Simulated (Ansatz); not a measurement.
A plane-wave DFT run in Ansatz 0.2.0 (scalar-relativistic PAW potentials unless the input names others): input and command.

```yaml
crystal:
  lattice:
    - [3.5739701044, 0.0, 0.0]
    - [-1.7869850522, 3.0344597086, 0.0]
    - [0.0, 0.0, 33.2702079439]
  atoms:
    - { symbol: Te, position: [0.3328277384, 0.6656554768, 0.4457691139] }
    - { symbol: Mo, position: [0.6676778565, 0.335355713, 0.5] }
    - { symbol: Te, position: [0.3328277384, 0.6656554768, 0.5542308861] }
  periodic: [true, true, false]
basis:
  ecutwfc: 420
kpoints:
  mp_grid: { grid: [12, 12, 1] }
hamiltonian:
  xc: pbe
  dispersion: d3bj
scf:
  occupations: { method: gaussian, width: 0.02 }
  convergence: { dr2_threshold: 1.0e-20 }
  max_iter: 100
output:
  forces: true
  eigenvalues: true
  stress: true
```

```bash
ansatz run input.yaml --threads 2 --pin off --max-ram 5120MiB --backend cpu --events-out ev --progress --plain --runs-dir out
```

Abridged log:
```
Basis set: ecut = 420 eV, 6973 PW (Γ), exchange–correlation on 48×48×450 points (8 copies of the dense FFT grid, shifted against one another)
Bands: 28, of which v1, the nominal top of the filled ones, is band 23 counted from 1 (22 counted from 0)
Symmetry: 4 space group operations
k-points: 43 of 144 (time reversal used)
SCF iter   1: F=—  HF=-18917.895863 eV  |F-HF|=—  |Δ(HF+E_count)|=         —  Δρ=2.20e-3  dr2=6.16e-3  ethr=1.77e-3  ⟨swp⟩=18.2  Hψ=9780  notcnv=0
SCF iter   2: F=—  HF=-18917.901374 eV  |F-HF|=—  |Δ(HF+E_count)|=   5.51e-3  Δρ=1.17e-3  dr2=1.93e-3  ethr=1.34e-5  ⟨swp⟩=4.0  Hψ=2957  notcnv=0  defer=43
SCF iter   3: F=—  HF=-18917.904890 eV  |F-HF|=—  |Δ(HF+E_count)|=   3.52e-3  Δρ=9.66e-4  dr2=1.06e-2  ethr=4.20e-6  ⟨swp⟩=3.1  Hψ=2442  notcnv=0  defer=43  recentre
SCF iter   4: F=—  HF=-18917.903782 eV  |F-HF|=—  |Δ(HF+E_count)|=   1.11e-3  Δρ=1.14e-4  dr2=4.03e-5  ethr=4.20e-6  ⟨swp⟩=2.4  Hψ=1806  notcnv=0  defer=43
SCF iter   5: F=—  HF=-18917.903815 eV  |F-HF|=—  |Δ(HF+E_count)|=   3.32e-5  Δρ=4.39e-5  dr2=6.23e-6  ethr=8.76e-8  ⟨swp⟩=3.2  Hψ=2326  notcnv=0  defer=43
SCF iter   6: F=—  HF=-18917.903818 eV  |F-HF|=—  |Δ(HF+E_count)|=   3.43e-6  Δρ=1.11e-5  dr2=4.69e-7  ethr=1.35e-8  ⟨swp⟩=3.6  Hψ=2494  notcnv=0  defer=43
SCF iter   7: F=—  HF=-18917.903806 eV  |F-HF|=—  |Δ(HF+E_count)|=   1.20e-5  Δρ=2.67e-6  dr2=2.39e-8  ethr=1.02e-9  ⟨swp⟩=3.6  Hψ=2462  notcnv=0  defer=43
SCF iter   8: F=—  HF=-18917.903806 eV  |F-HF|=—  |Δ(HF+E_count)|=   4.57e-8  Δρ=9.41e-7  dr2=3.36e-9  ethr=5.20e-11  ⟨swp⟩=3.0  Hψ=2555  notcnv=0  defer=43
   ...
SCF iter  11: F=—  HF=-18917.903806 eV  |F-HF|=—  |Δ(HF+E_count)|=  1.42e-10  Δρ=1.05e-8  dr2=7.52e-13  ethr=1.24e-14 (applied; sched 1.00e-12)  ⟨swp⟩=4.1  Hψ=2941  notcnv=0  defer=43
SCF iter  12: F=—  HF=-18917.903806 eV  |F-HF|=—  |Δ(HF+E_count)|=  4.00e-11  Δρ=5.53e-9  dr2=4.01e-13  ethr=1.64e-15 (applied; sched 1.00e-12)  ⟨swp⟩=3.9  Hψ=2806  notcnv=0  defer=43
SCF iter  13: F=—  HF=-18917.903806 eV  |F-HF|=—  |Δ(HF+E_count)|=  2.55e-11  Δρ=1.79e-9  dr2=3.81e-14  ethr=8.71e-16 (applied; sched 1.00e-12)  ⟨swp⟩=1.8  Hψ=1306  notcnv=0  defer=43
SCF iter  14: F=—  HF=-18917.903806 eV  |F-HF|=—  |Δ(HF+E_count)|=  1.09e-11  Δρ=4.38e-10  dr2=2.30e-15  ethr=8.27e-17 (applied; sched 1.00e-12)  ⟨swp⟩=3.8  Hψ=2695  notcnv=0  defer=43
SCF iter  15: F=—  HF=-18917.903806 eV  |F-HF|=—  |Δ(HF+E_count)|=  4.37e-11  Δρ=8.88e-11  dr2=5.50e-17  ethr=5.01e-18 (applied; sched 1.00e-12)  ⟨swp⟩=3.0  Hψ=2467  notcnv=0  defer=43
SCF iter  16: F=—  HF=-18917.903806 eV  |F-HF|=—  |Δ(HF+E_count)|=  7.28e-12  Δρ=3.67e-11  dr2=9.25e-18  ethr=9.19e-19 (applied; sched 1.00e-12)  ⟨swp⟩=2.9  Hψ=2402  notcnv=0  defer=43
SCF iter  17: F=—  HF=-18917.903806 eV  |F-HF|=—  |Δ(HF+E_count)|=  2.55e-11  Δρ=6.59e-12  dr2=3.44e-19  ethr=9.19e-19 (applied; sched 1.00e-12)  ⟨swp⟩=2.0  Hψ=2068  notcnv=0  defer=43
SCF iter  18: F=-18917.903806 eV  HF=-18917.903806 eV  |F-HF|=3.64e-12  |Δ(HF+E_count)|=  1.46e-11  Δρ=1.58e-12  dr2=8.90e-21  ethr=1.00e-12  ⟨swp⟩=13.2  Hψ=4068  notcnv=0
SCF 1 converged in 18 iterations: F = -18917.903806 eV  dr2 = 8.90e-21
SCF converged after 18 iterations
Free energy (F): -18917.903806 eV
Harris-Foulkes:  -18917.903806 eV  (|F-HF|=3.64e-12)
Internal energy: -18917.903806 eV  (E = F + TS)
E sigma→0 (E₀):  -18917.903806 eV
Fermi energy:    -4.313589 eV
  E_disp       = -1.181324  (pairwise vdW)
--- Forces (eV/Å), atoms counted from 1 ---
  atom   1  Te     0.00000000    -0.00438966     0.00768919
  atom   2  Mo     0.00000000     0.00877933     0.00000000
  atom   3  Te     0.00000000    -0.00438966    -0.00768919
--- 2D stress c σ (N/m, compression-positive) ---
       -1.649855       0.000000       0.000000
        0.000000      -0.381676       0.000000
        0.000000       0.000000       0.000000
  P = ½ c Tr σ = -1.0158 N/m
  ° read free of the cell's end (the report's vacuum.weakly_bound_levels)
```

One setting here is needlessly strict: a threshold far tighter than needed (scf.convergence.dr2_threshold: not typed → 1e-20). It leaves the result as it was and can only cost iterations: the run converged in 18 SCF iterations with an energy at zero smearing within 0.01 meV/atom of the reference's, largest force 0.009 eV/Å, gap on the mesh 1.10 eV. A reference run on usual settings, whose relaxation ended at this geometry, converged, and the end of its own relaxation has largest force 0.009 eV/Å, gap on the mesh 1.10 eV.

It took 34 s on 2 threads of Arm Neoverse V2, on a shared host, peak memory 0.69 GiB.